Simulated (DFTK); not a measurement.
Sn in DFTK: convergence with supersampling

Sn:

```
Sn
1.0
     4.44730    0.00000    0.00000
     2.22365    3.85147    0.00000
     2.22365    1.28382    3.63120
Sn
2
Direct
  0.75000 0.75000 0.75000
  0.50000 0.50000 0.50000
```

This isn't the form of Sn at room conditions, which is tetragonal (white tin).

The cell isn't the ideal one: cell squeezed.

* Program: DFTK 0.8.2
* Task: convergence study
* Functional: r2SCAN
* Potentials or basis: SG15 1.2 (PBE)
* Cutoff: 1225 eV
* k mesh: 3 × 3 × 3
* Occupations: gaussian, width 0.05 eV
* Spin: no spin polarisation

These are the settings of the first run; the series varies supersampling, with any setting tied to it.

Hardware: 1 thread of AMD EPYC 9R14 (Zen 4) (shared host).

The values tried are 1.2, 1.4, 1.6, 1.8, 2, 2.5, loosest first. From which on does the pressure stay within 0.1 GPa of the tightest run that finished?

From 1.6 on.

| supersampling | energy less the tightest run, at zero smearing (meV/atom) | pressure (GPa) | SCF cycles |
| --- | --- | --- | --- |
| 1.2 | -0.91 | 7.08 | 13 |
| 1.4 | 0.55 | 7.43 | 13 |
| 1.6 | 0.16 | 7.37 | 13 |
| 1.8 | 0.16 | 7.37 | 13 |
| 2 | 0.12 | 7.22 | 11 |
| 2.5 | 0.00 | 7.27 | 13 |

Against the tightest run, the energy stays within 1 meV/atom from 1.2 on. The tightest run that finished is the yardstick and may itself not be fully converged.

Caveat, for the tightest run too: the k mesh is coarse (spacing up to 0.58 Å⁻¹), so the values aren't converged; the potentials were made for another functional, which shifts forces and pressure.
